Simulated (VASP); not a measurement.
The input files of a VASP run:

KPOINTS:
```
Automatic mesh
0
Gamma
1 1 1
0 0 0
```

**INCAR**
```
ALGO = Normal
EDIFF = 1E-03
EDIFFG = -0.01
ENCUT = 240
IBRION = 2
ISIF = 3
ISMEAR = 0
LASPH = .TRUE.
LCHARG = .FALSE.
LMAXMIX = 4
LREAL = Auto
LWAVE = .FALSE.
NELM = 100
NSW = 50
PREC = Accurate
SIGMA = 0.05
SYSTEM = Y2O3
```

**POSCAR**
```
Y2O3
1
   -5.2582880000     5.2582880000     5.2582880000
    5.2582880000    -5.2582880000     5.2582880000
    5.2582880000     5.2582880000    -5.2582880000
Y O
16 24
Direct
  0.5000000000   0.5000000000   0.5000000000
  0.5000000000   0.0000000000   0.0000000000
  0.0000000000   0.0000000000   0.5000000000
  0.0000000000   0.5000000000   0.0000000000
  0.2500000000   0.7165000000   0.4665000000
  0.7500000000   0.7835000000   0.0335000000
  0.4665000000   0.2500000000   0.7165000000
  0.0335000000   0.7500000000   0.7835000000
  0.7165000000   0.4665000000   0.2500000000
  0.7835000000   0.0335000000   0.7500000000
  0.7500000000   0.2835000000   0.5335000000
  0.2500000000   0.2165000000   0.9665000000
  0.5335000000   0.7500000000   0.2835000000
  0.9665000000   0.2500000000   0.2165000000
  0.2835000000   0.5335000000   0.7500000000
  0.2165000000   0.9665000000   0.2500000000
  0.5361000000   0.7737000000   0.5434000000
  0.7303000000   0.9927000000   0.9566000000
  0.7697000000   0.7263000000   0.2624000000
  0.9639000000   0.5073000000   0.2376000000
  0.5434000000   0.5361000000   0.7737000000
  0.9566000000   0.7303000000   0.9927000000
  0.2624000000   0.7697000000   0.7263000000
  0.2376000000   0.9639000000   0.5073000000
  0.7737000000   0.5434000000   0.5361000000
  0.9927000000   0.9566000000   0.7303000000
  0.7263000000   0.2624000000   0.7697000000
  0.5073000000   0.2376000000   0.9639000000
  0.4639000000   0.2263000000   0.4566000000
  0.2697000000   0.0073000000   0.0434000000
  0.2303000000   0.2737000000   0.7376000000
  0.0361000000   0.4927000000   0.7624000000
  0.4566000000   0.4639000000   0.2263000000
  0.0434000000   0.2697000000   0.0073000000
  0.7376000000   0.2303000000   0.2737000000
  0.7624000000   0.0361000000   0.4927000000
  0.2263000000   0.4566000000   0.4639000000
  0.0073000000   0.0434000000   0.2697000000
  0.2737000000   0.7376000000   0.2303000000
  0.4927000000   0.7624000000   0.0361000000
```

POTCAR, in this order: Y_sv O (LDA.64 set). Program: vasp_std.

Problem. Translate this LDA calculation to Ansatz.

Solution. One equivalent input (not run):
Ansatz 0.2 input:
```yaml
crystal:
  lattice:
    - [-5.2582880, 5.2582880, 5.2582880]
    - [5.2582880, -5.2582880, 5.2582880]
    - [5.2582880, 5.2582880, -5.2582880]
  atoms:
    - { symbol: Y, position: [0.5000000, 0.5000000, 0.5000000] }
    - { symbol: Y, position: [0.5000000, 0.0000000, 0.0000000] }
    - { symbol: Y, position: [0.0000000, 0.0000000, 0.5000000] }
    - { symbol: Y, position: [0.0000000, 0.5000000, 0.0000000] }
    - { symbol: Y, position: [0.2500000, 0.7165000, 0.4665000] }
    - { symbol: Y, position: [0.7500000, 0.7835000, 0.0335000] }
    - { symbol: Y, position: [0.4665000, 0.2500000, 0.7165000] }
    - { symbol: Y, position: [0.0335000, 0.7500000, 0.7835000] }
    - { symbol: Y, position: [0.7165000, 0.4665000, 0.2500000] }
    - { symbol: Y, position: [0.7835000, 0.0335000, 0.7500000] }
    - { symbol: Y, position: [0.7500000, 0.2835000, 0.5335000] }
    - { symbol: Y, position: [0.2500000, 0.2165000, 0.9665000] }
    - { symbol: Y, position: [0.5335000, 0.7500000, 0.2835000] }
    - { symbol: Y, position: [0.9665000, 0.2500000, 0.2165000] }
    - { symbol: Y, position: [0.2835000, 0.5335000, 0.7500000] }
    - { symbol: Y, position: [0.2165000, 0.9665000, 0.2500000] }
    - { symbol: O, position: [0.5361000, 0.7737000, 0.5434000] }
    - { symbol: O, position: [0.7303000, 0.9927000, 0.9566000] }
    - { symbol: O, position: [0.7697000, 0.7263000, 0.2624000] }
    - { symbol: O, position: [0.9639000, 0.5073000, 0.2376000] }
    - { symbol: O, position: [0.5434000, 0.5361000, 0.7737000] }
    - { symbol: O, position: [0.9566000, 0.7303000, 0.9927000] }
    - { symbol: O, position: [0.2624000, 0.7697000, 0.7263000] }
    - { symbol: O, position: [0.2376000, 0.9639000, 0.5073000] }
    - { symbol: O, position: [0.7737000, 0.5434000, 0.5361000] }
    - { symbol: O, position: [0.9927000, 0.9566000, 0.7303000] }
    - { symbol: O, position: [0.7263000, 0.2624000, 0.7697000] }
    - { symbol: O, position: [0.5073000, 0.2376000, 0.9639000] }
    - { symbol: O, position: [0.4639000, 0.2263000, 0.4566000] }
    - { symbol: O, position: [0.2697000, 0.0073000, 0.0434000] }
    - { symbol: O, position: [0.2303000, 0.2737000, 0.7376000] }
    - { symbol: O, position: [0.0361000, 0.4927000, 0.7624000] }
    - { symbol: O, position: [0.4566000, 0.4639000, 0.2263000] }
    - { symbol: O, position: [0.0434000, 0.2697000, 0.0073000] }
    - { symbol: O, position: [0.7376000, 0.2303000, 0.2737000] }
    - { symbol: O, position: [0.7624000, 0.0361000, 0.4927000] }
    - { symbol: O, position: [0.2263000, 0.4566000, 0.4639000] }
    - { symbol: O, position: [0.0073000, 0.0434000, 0.2697000] }
    - { symbol: O, position: [0.2737000, 0.7376000, 0.2303000] }
    - { symbol: O, position: [0.4927000, 0.7624000, 0.0361000] }
kpoints:
  mp_grid: { grid: [1, 1, 1] }
hamiltonian:
  xc: lda
  pseudopotentials: { kind: paw }
scf:
  occupations: { method: gaussian, width: 0.05 }
  max_iter: 100
relax:
  max_steps: 50
  f_tol: 0.01
  cell: {}
output: { forces: true, stress: true, eigenvalues: true }
```
Limits of the translation: each code has its own PAW files, so the cut-off isn't converted (ENCUT is set for VASP's; basis.ecutwfc is left out, and Ansatz then takes the one that its files recommend); Ansatz stops its SCF on the density residual and VASP on the energy change (EDIFF); Ansatz's lda is the Perdew-Wang form, while the LDA potentials of VASP carry Perdew-Zunger's.

The structure was generated: Y2O3 was put into an ordered model structure, a phase also known from measurement. This run relaxes it. Symmetry was kept, so distortions that lower it aren't found. The k-mesh is coarse (spacing up to 0.91 per Å, 2π included), so the numbers may not be converged in it. The run is one of a series of settings (EDIFF = 1E-03, EDIFFG = -0.01, ENCUT = 240, GGA removed, IBRION = 2, ISIF = 3, NSW = 50, KPOINTS 1×1×1 Γ-centred mesh, POTCAR Y_sv O (LDA.64 set) against the base run), some of them coarse on purpose.
